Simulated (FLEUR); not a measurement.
## Nb: band structure with PBE+U

The system is Nb.

```
Nb
1.0
    -0.01882    2.17940    2.11349
     2.08100    0.03447    2.06020
     2.11480    2.15991    0.00067
Nb
1
Direct
  0.99830 0.00650 0.00266
```

The cell isn't the ideal one: cell strained at random at fixed volume.

```json
{
 "Program": "FLEUR MaX-R8.1 (later development tree)",
 "Task": "band structure",
 "Functional": "PBE",
 "Potentials or basis": "all-electron",
 "Basis": "FLAPW",
 "Kmax": "3.5 1/bohr",
 "k mesh": "6 × 6 × 6",
 "Occupations": "fermi-dirac, width 0.05 eV",
 "Spin": "spin-orbit coupling, no magnetisation",
 "Hubbard terms": "Nb d U = 3 eV, J = 0.5 eV",
 "inpgen profile": "veryFastHighL",
 "Hund's J (eV)": "0.5",
 "Around-mean-field double counting": "no",
 "Gmax": "17.5 1/bohr",
 "Muffin-tin radii": "Nb 2.56 bohr",
 "lmax": "Nb 9",
 "Local orbitals a species": "Nb 4",
 "Max iterations": "100",
 "Mixing factor": "0.05",
 "Mixer": "Anderson",
 "Mixer history": "50",
 "Density convergence": "0.0002 me/bohr^3"
}
```

* Band gap along the path: none (metal or under the smearing width)
* Valence electrons inside the program's atomic spheres: Nb 11.08 (radii Nb 2.56 bohr)

Levels at the corners of the path, in eV from the Fermi level:
| point | band 8 | band 9 | band 10 | band 11 | band 12 | band 13 | band 14 | band 15 | band 16 | band 17 |
| --- | --- | --- | --- | --- | --- | --- | --- | --- | --- | --- |
| X | -30.15 | -3.89 | -3.89 | -0.36 | -0.35 | 0.51 | 0.51 | 1.01 | 1.01 | 4.58 |
| Γ | -29.98 | -6.47 | -6.47 | -0.21 | -0.20 | 0.04 | 0.05 | 0.56 | 0.57 | 2.68 |
| Y | -30.16 | -3.89 | -3.89 | -0.13 | -0.12 | 0.26 | 0.27 | 1.02 | 1.02 | 4.49 |
| L | -30.47 | -3.92 | -3.92 | -3.28 | -3.28 | 3.46 | 3.46 | 4.74 | 4.74 | 5.12 |
| Γ | -29.98 | -6.47 | -6.47 | -0.21 | -0.20 | 0.04 | 0.05 | 0.56 | 0.57 | 2.68 |
| Z | -30.13 | -3.91 | -3.91 | -0.28 | -0.27 | 0.51 | 0.52 | 0.84 | 0.84 | 4.62 |
| N | -30.40 | -3.95 | -3.95 | -3.27 | -3.27 | 2.91 | 2.91 | 4.88 | 4.89 | 5.17 |
| Γ | -29.98 | -6.47 | -6.47 | -0.21 | -0.20 | 0.04 | 0.05 | 0.56 | 0.57 | 2.68 |
| M | -30.44 | -3.93 | -3.93 | -3.27 | -3.27 | 3.28 | 3.28 | 4.79 | 4.81 | 5.07 |
| R | -30.22 | -3.87 | -3.87 | -0.18 | -0.16 | 0.12 | 0.13 | 1.32 | 1.32 | 4.65 |
| Γ | -29.98 | -6.47 | -6.47 | -0.21 | -0.20 | 0.04 | 0.05 | 0.56 | 0.57 | 2.68 |

Core levels (eV from the Fermi level):
```
atom                                                                                                                             levels
1 Nb  1s1/2 -18796.9, 2s1/2 -2626.3, 2p1/2 -2409.9, 2p3/2 -2314.1, 3s1/2 -435.7, 3p1/2 -354.2, 3p3/2 -338.7, 3d3/2 -194.9, 3d5/2 -192.0
```

Wall time 4.7 min on 1 thread of AMD EPYC 7R43 64-Core Processor (Zen 3), on a shared host, peak memory 0.12 GiB.

Caveat: the k mesh is coarse (spacing up to 0.44 Å⁻¹), so the values aren't converged; U without spin polarisation on a metal has little footing; the U is typed as a test and isn't derived for this compound.
